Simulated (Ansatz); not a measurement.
## What DFT gives for V

```
V
1.0
     0.00000    1.98779    1.98779
     1.98779    0.00000    1.98779
     1.98779    1.98779    0.00000
V
1
Direct
  0.00000 0.00000 0.00000
```

Single point in Ansatz 0.2.0 with r2SCAN, no spin polarisation. Cutoff 500 eV, PAW datasets, 14×14×14 Γ-centred k mesh, fermi-dirac filling (width 0.1361 eV).

(1) Is the cell too large or too small?

(2) Describe some of the short contacts.

(3) Metal or insulator?

Origin: a known structure type with other elements, at an estimated volume, so it need not be a known compound. Caveats: no spin polarisation, so a magnetic state may lie lower; atoms or cell far from equilibrium.

Results:

(1) The pressure is -19.1 GPa (compression positive), so with the atoms held at these fractions the cell would first shrink.

(2) V–V at 2.81 Å: least valence density 0.23 e/Å³ and ELF 0.29 there. These are pseudo-fields; inside the PAW spheres they differ from the all-electron ones.

(3) It is a metal, with about 1.8 states/eV a cell as the mean within 0.25 eV of the Fermi level, mostly V d (89 %).
